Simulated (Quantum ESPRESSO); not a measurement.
# MnS under changes of volume

One of the cells (17.667 Å³/atom); the others are scaled copies at fixed shape and fractional positions:

```
Mn S
1.0
     0.00000    2.60450    2.60450
     2.60450    0.00000    2.60450
     2.60450    2.60450    0.00000
Mn S
1 1
Cartesian
  0.0000 0.0000 0.0000
  2.6045 2.6045 2.6045
```

```yaml
Program: Quantum ESPRESSO 7.5
Functional: LDA
Potentials_or_basis: PseudoDojo 0.4.1 SR LDA standard
Cutoff: 1306 eV
Density_cutoff: 5225 eV
k_mesh: 9 × 9 × 9
Occupations: fermi-dirac, width 0.05 eV
Spin: collinear spin, ferromagnetic start
Starting_moments: "[4.0, 0.0] μB"
```

```csv
volume (Å³/atom),energy over the lowest point (meV/atom),pressure (GPa),moment (μB per cell)
16.607,0.00,-9.4,4.39
16.961,21.29,-10.1,4.47
17.314,43.90,-10.6,4.54
17.667,67.59,-11.2,4.60
18.021,92.56,-11.7,4.66
18.374,118.90,-12.3,4.70
18.727,?,?,?
```

Task: What does the run at 18.727 Å³/atom give?

Result: Energy over the lowest point 146.54 meV/atom; pressure -12.9 GPa; moment 4.74 μB per cell.

Worked out: A Birch-Murnaghan fit of order 3 (a polynomial in V^(-2/3)) to the other rows has no minimum within the range. It gives 146.41 meV/atom at 18.727 Å³/atom, against the run's 146.54, and -dE/dV = -12.8 GPa, against -12.9. A parabola through the other rows of the moment, of slope 0.0915 μB per Å³/atom there, extrapolates to 4.74 μB, against the run's 4.74.

Energies are extrapolated to zero smearing.

Caveats: a cell with one magnetic atom can't hold antiferromagnetic order, which such compounds often take.
